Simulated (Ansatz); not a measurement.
Input of an Ansatz 0.2.0 run:

Contents of input.yaml:

```yaml
crystal:
  lattice:
    - [3.1059, 0.0, 0.0]
    - [-1.55295, 2.6897883016, 0.0]
    - [0.0, 0.0, 4.9464]
  atoms:
    - { symbol: Ta, position: [0.6666666667, 0.3333333333, 0.74799] }
    - { symbol: Ta, position: [0.3333333333, 0.6666666667, 0.25201] }
    - { symbol: C, position: [0.0, 0.0, 0.0] }
hamiltonian:
  xc: lda
  pseudopotentials: { kind: paw }
kpoints:
  mp_grid: { grid: [10, 10, 6] }
  band_path:
    path:
      - [[0.0, 0.0, 0.0], [0.5, 0.0, 0.0], [0.3333333333, 0.3333333333, 0.0], [0.0, 0.0, 0.0], [0.0, 0.0, 0.5], [0.5, 0.0, 0.5], [0.3333333333, 0.3333333333, 0.5], [0.0, 0.0, 0.5]]
      - [[0.5, 0.0, 0.5], [0.5, 0.0, 0.0]]
      - [[0.3333333333, 0.3333333333, 0.0], [0.3333333333, 0.3333333333, 0.5]]
    npoints: 14
scf:
  occupations: { method: fermi_dirac, width: 0.05 }
  n_extra_bands: 7
output:
  forces: true
  stress: true
  eigenvalues: true
  fatbands: true
  write_density: true
  write_potential: true
  elf: true
  volumetric_format: npy
```

Potentials or basis: Ansatz PAW.

The run is started by

```bash
$ ansatz run input.yaml --threads 2 --pin off --max-ram 5632MiB --backend cpu --events-out ev --progress --plain --runs-dir out
```

Predict the largest force.

0.134 eV/Å.

What does it give for the band gap on the k mesh?

None (metal or under the smearing width).

Predict the pressure.

-8.3 GPa.

Levels at the corners of the path, in eV from the Fermi level:
```
point  band 11  band 12  band 13  band 14  band 15  band 16  band 17  band 18  band 19  band 20
    Γ    -3.60    -3.60    -2.93    -0.04     0.47     0.47     1.09     1.09     2.33     2.33
    M    -4.31    -3.99    -3.69    -1.75    -0.25     3.27     3.40     4.58     4.97     5.10
    K    -5.29    -3.83    -2.49    -1.76    -1.76     2.53     2.53     3.60     4.09     4.09
    Γ    -3.60    -3.60    -2.93    -0.04     0.47     0.47     1.09     1.09     2.33     2.33
    A    -3.84    -3.84    -1.78    -1.55    -0.31    -0.31     2.90     2.90     3.40     3.40
    L    -4.58    -3.57    -2.52    -1.10    -0.96     1.53     1.54     4.22     4.76     4.87
    H    -5.71    -4.10    -1.51    -1.10    -1.10     1.22     2.34     2.34     5.07     5.07
    A    -3.84    -3.84    -1.78    -1.55    -0.31    -0.31     2.90     2.90     3.40     3.40
    L    -4.58    -3.57    -2.52    -1.10    -0.96     1.53     1.54     4.22     4.76     4.87
    M    -4.31    -3.99    -3.69    -1.75    -0.25     3.27     3.40     4.58     4.97     5.10
    K    -5.29    -3.83    -2.49    -1.76    -1.76     2.53     2.53     3.60     4.09     4.09
    H    -5.71    -4.10    -1.51    -1.10    -1.10     1.22     2.34     2.34     5.07     5.07
```

Caveat: spin-orbit coupling is left out, which moves the levels of the heavy elements; the PAW data sets come from PBE, with cores solved anew for the run's functional, which leaves a small shift of forces and pressure.
